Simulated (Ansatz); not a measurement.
# LiF: the cell at several levels of theory

The task here is to estimate one member of a computed series from the others.

The runs shown are made with Ansatz 0.2.0. PAW datasets, plane waves, zero pressure. Calculated at 0 K for a non-magnetic cell.

### The cell

Space group Fm-3m (No. 225), cubic; a = 4.083 Å in the conventional setting, 8.51 Å³ an atom. Around Li lie 6 F at 2.04 Å; around F lie 6 Li at 2.04 Å.

Structure file:

```cif
data_structure
_symmetry_space_group_name_H-M 'P 1'
_symmetry_Int_Tables_number 1
_cell_length_a 2.8874
_cell_length_b 2.8874
_cell_length_c 2.8874
_cell_angle_alpha 60.000
_cell_angle_beta 60.000
_cell_angle_gamma 60.000
_cell_volume 17.02
loop_
_atom_site_label
_atom_site_type_symbol
_atom_site_fract_x
_atom_site_fract_y
_atom_site_fract_z
_atom_site_occupancy
Li1 Li 0.00000 0.00000 0.00000 1
F1 F 0.50000 0.50000 0.50000 1
```

Set-up of the first run:

input.yaml reads:

```yaml
crystal:
  lattice:
    - [0.0, 2.0417135738, 2.0417135738]
    - [2.0417135738, 0.0, 2.0417135738]
    - [2.0417135738, 2.0417135738, 0.0]
  atoms:
    - { symbol: Li, position: [0.0, 0.0, 0.0] }
    - { symbol: F, position: [0.5, 0.5, 0.5] }
kpoints:
  mp_grid: { grid: [10, 10, 10] }
hamiltonian:
  xc: pbe
scf:
  occupations: { method: fermi_dirac, width: 0.02 }
relax:
  f_tol: 0.005
  cell: {}
```

On the command line:

```
> ansatz run input.yaml --threads 2 --pin off --max-ram 29491MiB --backend cpu --events-out ev --progress --plain --runs-dir out
```

Among the steps run: PBE: cell and atoms; Relaxation with r2SCAN; Relaxation with PBEsol; Relaxation with LDA; Relaxing with HSE06.

One of the session's tables, all rows but one given; the rest of the session is left out.

```
 level  a (Å)  volume (Å³/atom)
   PBE  4.068             8.416
r2SCAN  3.990             7.941
PBEsol  4.008             8.049
   LDA      ?                 ?
 HSE06  4.011             8.064
```

Estimate the missing values for LDA.

The run gave: a (Å): 3.909; volume (Å³/atom): 7.468. In the column «a (Å)» it is the lowest.

The volume runs from LDA (least) to PBE (most), a spread of 12.7 %, or 4.1 % in length if all axes shared it alike. The meshes differ: PBE 10×10×10, r2SCAN 10×10×10, PBEsol 10×10×10, LDA 10×10×10, HSE06 6×6×6.
